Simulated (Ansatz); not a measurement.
Computed with Ansatz 0.2.0, DFT, BLYP, plane waves (420 eV) with PAW, scalar-relativistic. The PAW files were generated under PBE, with cores re-solved for the functional.

An element in the bcc structure gives this curve. The cell is scaled uniformly from the relaxed one, with fractional coordinates and shape fixed. Energies are extrapolated to zero smearing, pressures are those at the given smearing. Magnetic state: spin not included.

```json
{"V (Å³/atom)": "20.893", "E − E₀ (meV/atom)": "96.1", "P (GPa)": "12.88"}
{"V (Å³/atom)": "21.842", "E − E₀ (meV/atom)": "37.8", "P (GPa)": "7.74"}
{"V (Å³/atom)": "22.792", "E − E₀ (meV/atom)": "7.5", "P (GPa)": "3.46"}
{"V (Å³/atom)": "23.742", "E − E₀ (meV/atom)": "0.3", "P (GPa)": "-0.13"}
{"V (Å³/atom)": "24.692", "E − E₀ (meV/atom)": "12.5", "P (GPa)": "-3.14"}
{"V (Å³/atom)": "25.641", "E − E₀ (meV/atom)": "41.0", "P (GPa)": "-5.67"}
{"V (Å³/atom)": "26.591", "E − E₀ (meV/atom)": "83.2", "P (GPa)": "-7.79"}
```

**Question.** Which element is it?
A. zirconium
B. arsenic
C. scandium
D. germanium

**Answer.** A. Its fit is V₀ = 23.59 Å³/atom, B₀ = 84 GPa, B₀′ = 3.4.
